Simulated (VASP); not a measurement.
# SrCl2 (Fm-3m) in VASP: notebook

The runs below take SrCl2 through single point, with PBE.

Everything below comes from runs of VASP 6.6.1. Logs are shortened: lines on timing, memory, paths and dates and some standing lists are left out, and cuts for length are marked.

## 1. The crystal as given

It takes space group Fm-3m (No. 225, cubic). Conventional cell: a = 6.977 Å, b = 6.977 Å, c = 6.977 Å, α = 90.00°, β = 90.00°, γ = 90.00°. Sr (site symmetry m-3m) has 8 Cl at 3.02 Å as nearest neighbours. Around Cl (site symmetry -43m) lie 4 Sr at 3.02 Å.

## 2. Single point, PBE

The input, INCAR:

```
SYSTEM = SrCl2
ADDGRID = .False. ; ALGO = Normal
EDIFF = 1E-6 ; ENCUT = 450
GGA = PE ; ISIF = 2
ISMEAR = 0 ; LASPH = .True.
LCHARG = .False. ; LREAL = .False.
LWAVE = .False. ; NBANDS = 19
NELM = 100 ; PREC = Accurate
SIGMA = 0.05
```

The input, KPOINTS:

```
k-points
0
Gamma
  8 8 8
  0 0 0
```

The input, POSCAR:

```
SrCl2
1.0
    0.0000000000      3.4883500000      3.4883500000
    3.4883500000      0.0000000000      3.4883500000
    3.4883500000      3.4883500000      0.0000000000
Sr Cl
1 2
Direct
    0.0068970000     -0.0112840000      0.0399150000
    0.7604860000      0.7424010000      0.7508940000
    0.2477780000      0.2469560000      0.2707310000
```

Potentials or basis: VASP PAW PBE potentials, release 64 (Sr_sv, Cl).

The run is started by

```
$ cat potpaw_PBE.64/Sr_sv/POTCAR potpaw_PBE.64/Cl/POTCAR > POTCAR
$ mpirun -np 1 vasp_std > vasp.out
```

OUTCAR:

```text
SYSTEM = SrCl2
   EDIFF = 1E-6
   ENCUT = 450
   GGA = PE
   ISIF = 2
   ISMEAR = 0
   LASPH = .True.
   LREAL = .False.
   NELM = 100
   PREC = Accurate

 Found    260 irreducible k-points:

 Following reciprocal coordinates:
            Coordinates               Weight
  0.000000  0.000000  0.000000      1.000000
  0.125000  0.000000  0.000000      2.000000
  0.000000  0.125000  0.000000      2.000000
  0.000000  0.000000  0.125000      2.000000
  0.125000  0.125000  0.125000      2.000000
  0.250000  0.000000  0.000000      2.000000
   k-points           NKPTS =    260   k-points in BZ     NKDIM =    260   number of bands    NBANDS=     19
   number of dos      NEDOS =    301   number of ions     NIONS =      3
   total plane-waves  NPLWV =  46656
   dimension x,y,z NGX =    36 NGY =   36 NGZ =   36
   dimension x,y,z NGXF=    72 NGYF=   72 NGZF=   72
   ions per type =               1   2
   NGX,Y,Z   is equivalent  to a cutoff of  12.13, 12.13, 12.13 a.u.
   NGXF,Y,Z  is equivalent  to a cutoff of  24.26, 24.26, 24.26 a.u.
 SYSTEM =  SrCl2
   PREC   = accura    normal or accurate (medium, high low for compatibility)
   ISTART =      0    job   : 0-new  1-cont  2-samecut
   ICHARG =      2    charge: 1-file 2-atom 10-const
   ISPIN  =      1    spin polarized calculation?
   LNONCOLLINEAR =      F non collinear calculations
   LSORBIT =      F    spin-orbit coupling
   LASPH  =      T    aspherical Exc in radial PAW
   ENCUT  =  450.0 eV  33.07 Ry    5.75 a.u.   8.53  8.53  8.53*2*pi/ulx,y,z
   NELM   =    100;   NELMIN=  2; NELMDL= -5     # of ELM steps
   EDIFF  = 0.1E-05   stopping-criterion for ELM
   LREAL  =      F    real-space projection
   EDIFFG = 0.1E-04   stopping-criterion for IOM
   NSW    =      0    number of steps for IOM
   IBRION =     -1    ionic relax: 0-MD 1-quasi-New 2-CG
   NFREE  =      0    steps in history (QN), initial steepest desc. (CG)
   ISIF   =      2    stress and relaxation
   ISYM   =      2    0-nonsym 1-usesym 2-fastsym
   POTIM  = 0.5000    time-step for ionic-motion
   TEBEG  =    0.0;   TEEND  =   0.0 temperature during run
   PSTRESS=    0.0 pullay stress
   NELECT =      24.0000    total number of electrons
   NUPDOWN=      -1.0000    fix difference up-down
   EMIN   =  10.00;   EMAX   =-10.00  energy-range for DOS
   EFERMI =   0.00;   METHOD = LEGACY
   ISMEAR =     0;   SIGMA  =   0.05  broadening in eV -4-tet -1-fermi 0-gaus
   EFERMI_NEDOS =   21; number of points for ismear=-14 and -15
   IALGO  =     38    algorithm
   IMIX   =      4    mixing-type and parameters
     AMIX     =   0.40;   BMIX     =  1.00
     AMIX_MAG =   1.60;   BMIX_MAG =  1.00
  volume/ion in A,a.u.               =      28.30       190.97
  Fermi-wavevector in a.u.,A,eV,Ry     =   1.074439  2.030396 15.706833  1.154420
  Thomas-Fermi vector in A             =   2.210267
   LORBIT       =      0    0 simple, 1 ext, 2 COOP (PROOUT), +10 PAW based schemes
   GGA     = PE    functional components
   LHFCALC =     F    Hartree Fock is set to
   AEXX    =    0.0000 exact exchange contribution
   IVDW    =     0    specifies the selected vdW correction
   LEPSILON=     F    determine dielectric tensor
   LRPA    =     F    only Hartree local field effects (RPA)
 non-spin polarized calculation
 Gauss-broadening in eV      SIGMA  =   0.05
  energy-cutoff  :      450.00
  volume of cell :       84.90
 maximum number of plane-waves:      1862
 NGX is ok and might be reduce to    36
   NGX = 17   NGY = 17   NGZ = 17

 number of electron      24.0000000 magnetization

 Free energy of the ion-electron system (eV)
  ---------------------------------------------------
  ext. energy  EPLUGINS =         0.00000000
  ---------------------------------------------------
  free energy    TOTEN  =       -12.74305210 eV

  energy without entropy =      -12.74305210  energy(sigma->0) =      -12.74305210

 E-fermi :   0.3652     XC(G=0):  -8.2793

 val. band max:        0.1676052062   @ k =   0.5000   0.5000   0.0000
 cond. band min:       5.4799372077   @ k =   0.0000   0.0000   0.0000
 fundamental gap:      5.3123320015
 Fermi energy:         0.3652281485

 k-point     1 :       0.0000    0.0000    0.0000
  band No.  band energies     occupation
      1     -32.7198      2.00000
      2     -14.7296      2.00000
      3     -14.7169      2.00000
      4     -14.7140      2.00000
      5     -13.1492      2.00000
      6     -12.3097      2.00000
[... 11 lines left out ...]
     18       9.1898      0.00000
     19       9.4467      0.00000

 k-point     2 :       0.1250    0.0000    0.0000
  band No.  band energies     occupation
      1     -32.7193      2.00000
      2     -14.7740      2.00000
      3     -14.7249      2.00000
      4     -14.7170      2.00000
      5     -13.0641      2.00000
      6     -12.3404      2.00000
[... 11 lines left out ...]
     18       9.0210      0.00000
     19       9.7412      0.00000

 k-point     3 :       0.0000    0.1250    0.0000
  band No.  band energies     occupation
      1     -32.7193      2.00000
      2     -14.7774      2.00000
      3     -14.7246      2.00000
      4     -14.7184      2.00000
      5     -13.0564      2.00000
      6     -12.3429      2.00000
[... 11 lines left out ...]
     18       8.9704      0.00000
     19       9.7444      0.00000

 k-point     4 :       0.0000    0.0000    0.1250
  band No.  band energies     occupation
      1     -32.7193      2.00000
      2     -14.7881      2.00000
      3     -14.7197      2.00000
      4     -14.7163      2.00000
      5     -13.0496      2.00000
      6     -12.3452      2.00000
[... 11 lines left out ...]
     18       8.9267      0.00000
     19       9.8066      0.00000

 k-point     5 :       0.1250    0.1250    0.1250
  band No.  band energies     occupation
      1     -32.7193      2.00000
      2     -14.7775      2.00000
      3     -14.7224      2.00000
      4     -14.7162      2.00000
      5     -13.0636      2.00000
      6     -12.3407      2.00000
[... 11 lines left out ...]
     18       9.0168      0.00000
     19       9.7664      0.00000

 k-point     6 :       0.2500    0.0000    0.0000
  band No.  band energies     occupation
      1     -32.7182      2.00000
      2     -14.8760      2.00000
      3     -14.7334      2.00000
      4     -14.7217      2.00000
      5     -12.8913      2.00000
      6     -12.3960      2.00000
[... 11 lines left out ...]
     18       8.9019      0.00000
     19       9.7134      0.00000

 [... further k-points ...]

------------------------ aborting loop because EDIFF is reached ----------------------------------------

  FORCE on cell =-STRESS in cart. coord.  units (eV):
  Direction    XX          YY          ZZ          XY          YZ          ZX
  --------------------------------------------------------------------------------------
  -------------------------------------------------------------------------------------
  Total        0.7185165      0.6652031      0.7121744      0.1932049     -0.2447326     -0.0911239
  in kB       13.5599224     12.5537858     13.4402318      3.6461845     -4.6186196     -1.7197004
  external PRESSURE =      13.1846467 kB  Pullay stress =       0.0000000 kB

 VOLUME and BASIS-vectors are now :
 -----------------------------------------------------------------------------
  energy-cutoff  :      450.00
  volume of cell :       84.90
      direct lattice vectors                 reciprocal lattice vectors
     0.000000000  3.488350000  3.488350000    -0.143334241  0.143334241  0.143334241
     3.488350000  0.000000000  3.488350000     0.143334241 -0.143334241  0.143334241
     3.488350000  3.488350000  0.000000000     0.143334241  0.143334241 -0.143334241

 POSITION                                       TOTAL-FORCE (eV/Angst)
 -----------------------------------------------------------------------------------
      3.58822      0.16330      3.47305        -0.250588     -0.331904      0.095359
      5.20914      5.27222      5.24260         0.317449      0.232083     -0.160851
      1.80587      1.80874      1.72581        -0.066861      0.099820      0.065492
 -----------------------------------------------------------------------------------
    total drift:                               -0.000094      0.000075      0.000050

  FREE ENERGIE OF THE ION-ELECTRON SYSTEM (eV)
  ---------------------------------------------------
  free  energy   TOTEN  =       -12.7430521004 eV

  energy  without entropy=      -12.7430521004  energy(sigma->0) =      -12.74305210
```

It took 3.8 min on 1 thread of Intel Xeon Platinum 8488C (Sapphire Rapids), shared host; peak memory 0.43 GiB.

The run converged, but some of its settings lie outside the range that counts as converged, so its numbers aren't taken as properties of the crystal.

Results:

| Property | Result |
| --- | --- |
| Free energy | -12.7431 eV |
| Pressure | 1.3 GPa |
| Largest force | 0.427 eV/Å |
| Band gap on the k mesh | 5.31 eV, indirect (least direct gap 5.50 eV) |

## 3. Single point, PBE

INCAR: that of step 2 with these lines changed.

```diff
@@ -4,3 +4,3 @@
 GGA = PE ; ISIF = 2
-ISMEAR = 0 ; LASPH = .True.
+ISMEAR = -5 ; LASPH = .True.
 LCHARG = .False. ; LREAL = .False.
```

KPOINTS is that of step 2.

The input, POSCAR:

```
SrCl2
1.0
    0.0000000000      3.4883500000      3.4883500000
    3.4883500000      0.0000000000      3.4883500000
    3.4883500000      3.4883500000      0.0000000000
Sr Cl
1 2
Direct
    0.0000000000      0.0000000000      0.0000000000
    0.7500000000      0.7500000000      0.7500000000
    0.2500000000      0.2500000000      0.2500000000
```

Potentials or basis: VASP PAW PBE potentials, release 64 (Sr_sv, Cl).

The run is started by

```
$ cat potpaw_PBE.64/Sr_sv/POTCAR potpaw_PBE.64/Cl/POTCAR > POTCAR
$ mpirun -np 1 vasp_std > vasp.out
```

Run time: 31 s. Hardware: 1 thread of Intel Xeon Platinum 8488C (Sapphire Rapids), shared host; peak memory 0.21 GiB.

The run converged, but some of its settings lie outside the range that counts as converged, so its numbers aren't taken as properties of the crystal.

What came out:

| Quantity | Value |
| --- | --- |
| Free energy | -12.7809 eV |
| Pressure | 1.0 GPa |
| Band gap on the k mesh | 5.34 eV, indirect (least direct gap 5.50 eV) |

## 4. Single point, PBE

INCAR is that of step 3.

KPOINTS is that of step 3.

The input, POSCAR:

```
SrCl2
1.0
    0.0000000000      3.4883500000      3.4883500000
    3.4883500000      0.0000000000      3.4883500000
    3.4883500000      3.4883500000      0.0000000000
Sr Cl
1 2
Direct
    0.0068970000     -0.0112840000      0.0399150000
    0.7604860000      0.7424010000      0.7508940000
    0.2477780000      0.2469560000      0.2707310000
```

Potentials or basis: VASP PAW PBE potentials, release 64 (Sr_sv, Cl).

The run is started by

```
$ cat potpaw_PBE.64/Sr_sv/POTCAR potpaw_PBE.64/Cl/POTCAR > POTCAR
$ mpirun -np 1 vasp_std > vasp.out
```

OUTCAR:

```text
SYSTEM = SrCl2
   EDIFF = 1E-6
   ENCUT = 450
   GGA = PE
   ISIF = 2
   ISMEAR = -5
   LASPH = .True.
   LREAL = .False.
   NELM = 100
   PREC = Accurate

 Found    260 irreducible k-points:

 Following reciprocal coordinates:
            Coordinates               Weight
  0.000000  0.000000  0.000000      1.000000
  0.125000  0.000000  0.000000      2.000000
  0.000000  0.125000  0.000000      2.000000
  0.000000  0.000000  0.125000      2.000000
  0.125000  0.125000  0.125000      2.000000
  0.250000  0.000000  0.000000      2.000000
   k-points           NKPTS =    260   k-points in BZ     NKDIM =    260   number of bands    NBANDS=     19
   number of dos      NEDOS =    301   number of ions     NIONS =      3
   total plane-waves  NPLWV =  46656
   dimension x,y,z NGX =    36 NGY =   36 NGZ =   36
   dimension x,y,z NGXF=    72 NGYF=   72 NGZF=   72
   ions per type =               1   2
   NGX,Y,Z   is equivalent  to a cutoff of  12.13, 12.13, 12.13 a.u.
   NGXF,Y,Z  is equivalent  to a cutoff of  24.26, 24.26, 24.26 a.u.
 SYSTEM =  SrCl2
   PREC   = accura    normal or accurate (medium, high low for compatibility)
   ISTART =      0    job   : 0-new  1-cont  2-samecut
   ICHARG =      2    charge: 1-file 2-atom 10-const
   ISPIN  =      1    spin polarized calculation?
   LNONCOLLINEAR =      F non collinear calculations
[... 57 lines left out ...]
 cond. band min:       5.4799372077   @ k =   0.0000   0.0000   0.0000
 fundamental gap:      5.3123320015
 Fermi energy:         0.2257054033

 k-point     1 :       0.0000    0.0000    0.0000
  band No.  band energies     occupation
      1     -32.7198      2.00000
      2     -14.7296      2.00000
      3     -14.7169      2.00000
      4     -14.7140      2.00000
      5     -13.1492      2.00000
      6     -12.3097      2.00000
[... 109 lines left out ...]
      6     -12.3960      2.00000
[... 11 lines left out ...]
     18       8.9019      0.00000
     19       9.7134      0.00000

 [... further k-points ...]

------------------------ aborting loop because EDIFF is reached ----------------------------------------

  FORCE on cell =-STRESS in cart. coord.  units (eV):
  Direction    XX          YY          ZZ          XY          YZ          ZX
  --------------------------------------------------------------------------------------
  -------------------------------------------------------------------------------------
  Total        0.7185165      0.6652031      0.7121744      0.1932049     -0.2447326     -0.0911239
  in kB       13.5599223     12.5537857     13.4402318      3.6461843     -4.6186196     -1.7197003
  external PRESSURE =      13.1846466 kB  Pullay stress =       0.0000000 kB

 VOLUME and BASIS-vectors are now :
 -----------------------------------------------------------------------------
  energy-cutoff  :      450.00
  volume of cell :       84.90
      direct lattice vectors                 reciprocal lattice vectors
     0.000000000  3.488350000  3.488350000    -0.143334241  0.143334241  0.143334241
     3.488350000  0.000000000  3.488350000     0.143334241 -0.143334241  0.143334241
     3.488350000  3.488350000  0.000000000     0.143334241  0.143334241 -0.143334241

 POSITION                                       TOTAL-FORCE (eV/Angst)
 -----------------------------------------------------------------------------------
      3.58822      0.16330      3.47305        -0.250588     -0.331904      0.095359
      5.20914      5.27222      5.24260         0.317449      0.232083     -0.160851
      1.80587      1.80874      1.72581        -0.066861      0.099820      0.065492
 -----------------------------------------------------------------------------------
    total drift:                               -0.000094      0.000075      0.000050

  FREE ENERGIE OF THE ION-ELECTRON SYSTEM (eV)
  ---------------------------------------------------
  free  energy   TOTEN  =       -12.7430521004 eV

  energy  without entropy=      -12.7430521004  energy(sigma->0) =      -12.74305210
```

stdout:

```text
POSCAR found type information on POSCAR SrCl
 POSCAR found :  2 types and       3 ions
 scaLAPACK will be used
 LDA part: xc-table for (Slater+PW92), standard interpolation
 POSCAR, INCAR and KPOINTS ok, starting setup
 FFT: planning ... GRIDC
 FFT: planning ... GRID_SOFT
 FFT: planning ... GRID
 WAVECAR not read
 entering main loop
```

It took 4 min on 1 thread of Intel Xeon Platinum 8488C (Sapphire Rapids), shared host; peak memory 0.44 GiB.

The run converged, but some of its settings lie outside the range that counts as converged, so its numbers aren't taken as properties of the crystal.

What came out:

```
Free energy            : -12.7431 eV
Pressure               : 1.3 GPa
Largest force          : 0.427 eV/Å
Band gap on the k mesh : 5.31 eV, indirect (least direct gap 5.50 eV)
```

## 5. Single point, PBE

The input, INCAR:

```
SYSTEM = SrCl2
ADDGRID = .False. ; ALGO = Normal
EDIFF = 1E-6 ; ENCUT = 900
GGA = PE ; ISIF = 2
ISMEAR = 0 ; LASPH = .True.
LCHARG = .False. ; LREAL = .False.
LWAVE = .False. ; NBANDS = 19
NELM = 100 ; PREC = Accurate
SIGMA = 0.05
```

The input, KPOINTS:

```
k-points
0
Gamma
  6 6 6
  0 0 0
```

The input, POSCAR:

```
SrCl2
1.0
    0.0000000000      3.4883500000      3.4883500000
    3.4883500000      0.0000000000      3.4883500000
    3.4883500000      3.4883500000      0.0000000000
Sr Cl
1 2
Direct
    0.0000000000      0.0000000000      0.0000000000
    0.7500000000      0.7500000000      0.7500000000
    0.2500000000      0.2500000000      0.2500000000
```

The run is started by

```
$ cat potpaw_PBE.64/Sr_sv/POTCAR potpaw_PBE.64/Cl/POTCAR > POTCAR
$ mpirun -np 1 vasp_std > vasp.out
```

Wall time 45 s (1 thread of Intel Xeon Platinum 8488C (Sapphire Rapids), shared host); peak memory 0.34 GiB.

These settings aren't checked as converged: the numbers below hold their error.

Results:

```
Free energy            : -12.7824 eV
Pressure               : 1.1 GPa
Band gap on the k mesh : 5.34 eV, indirect (least direct gap 5.51 eV)
```
